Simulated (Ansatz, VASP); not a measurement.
## KCl: VASP beside Ansatz

```
K Cl
1.0
     0.00000    2.95710    3.20099
     2.95710    0.00000    3.20099
     2.95710    2.95710    0.00000
K Cl
1 1
Direct
  0.00000 0.00000 0.00000
  0.50000 0.50000 0.50000
```

Change from the starting cell: epitaxial_xy strain -6.0%.

Alike in both runs: task single point; functional PBE; k mesh 8 × 8 × 8; occupations fermi-dirac, width 0.02 eV; no spin polarisation.

|  | VASP | Ansatz |
| --- | --- | --- |
| version | VASP 6.6.1 | Ansatz 0.2.0 |
| potentials or method | VASP PAW PBE potentials, release 64 (K_sv, Cl) | plane waves, PAW |
| plane-wave cutoff (eV) | 520 | 420 |
| valence electrons in the cell | 16 | 16 |

|  | VASP | Ansatz | Ansatz less VASP |
| --- | --- | --- | --- |
| gap on the k mesh at the Fermi level (eV) | 5.50 | 5.51 | +0.003 |
| pressure (GPa) | 4.0 | 3.9 | -0.08 |
| largest component of the traceless stress (GPa) | 3.07 | 3.01 | -0.056 |

A k mesh can miss the band edges.
